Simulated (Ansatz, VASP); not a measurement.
# One calculation of Ag, two programs

Contents of INCAR:

```
SYSTEM = Ag
PREC = Accurate
ENCUT = 600
EDIFF = 1E-6
ISMEAR = 0
SIGMA = 0.1
LREAL = .FALSE.
LASPH = .TRUE.
NELM = 60
ALGO = Fast
ISIF = 3
LWAVE = .FALSE.
LCHARG = .FALSE.
GGA = PE
IBRION = 2
NSW = 80
EDIFFG = -0.05
```

File KPOINTS:

```
regular mesh
0
G
  6 6 4
  0 0 0
```

POSCAR

```
Ag
1.0
    3.0291125208      0.0000000000      0.0000000000
   -1.5145562604      2.6232883940      0.0000000000
    0.0000000000      0.0000000000      5.8552128967
Ag
2
Direct
    0.3333333333      0.6666666667      0.2500000000
    0.6666666667      0.3333333333      0.7500000000
```

Input for Ansatz:

```yaml
crystal:
  lattice:
    - [3.0291125208, 0.0, 0.0]
    - [-1.5145562604, 2.623288394, 0.0]
    - [0.0, 0.0, 5.8552128967]
  atoms:
    - { symbol: Ag, position: [0.3333333333, 0.6666666667, 0.25] }
    - { symbol: Ag, position: [0.6666666667, 0.3333333333, 0.75] }
basis:
  ecutwfc: 420
kpoints:
  mp_grid: { grid: [6, 6, 4] }
hamiltonian:
  xc: pbe
scf:
  occupations: { method: gaussian, width: 0.1 }
output:
  forces: true
  stress: true
  eigenvalues: true
relax:
  adjacent_minimum: "off"
  f_tol: 0.05
  max_steps: 60
  cell: { stress_tol: 0.5 }
```

Alike in both runs: task relaxation of cell and atoms; functional PBE; k mesh 6 × 6 × 4; occupations gaussian, width 0.1 eV; no spin polarisation.

|  | VASP | Ansatz |
| --- | --- | --- |
| version | VASP 6.6.1 | Ansatz 0.2.0 |
| potentials or method | VASP PAW PBE potentials, release 64 (Ag) | scalar-relativistic, plane waves, PAW |
| plane-wave cutoff (eV) | 600 | 420 |
| valence electrons in the cell | 22 | 38 |

```csv
,VASP,Ansatz,Ansatz less VASP
"gap on the k mesh at the Fermi level, each at its own relaxed structure (eV)",none,none,-
relaxed volume (Å³/atom),18.05,18.11,+0.060
relaxed cell length with the largest relative difference (Å),2.972,2.978,+0.0059
energy change over the relaxation (meV/atom),-301,-301,-0.1
```

A gap of «none» marks a metal or a gap that the smearing closes. The two sets of potentials don't hold the same shells in valence.

Caveats: the k mesh is coarse (spacing up to 0.40 Å⁻¹), so the values aren't converged; the volume moved by over 15 % at a fixed basis, so the end points are rough (VASP).
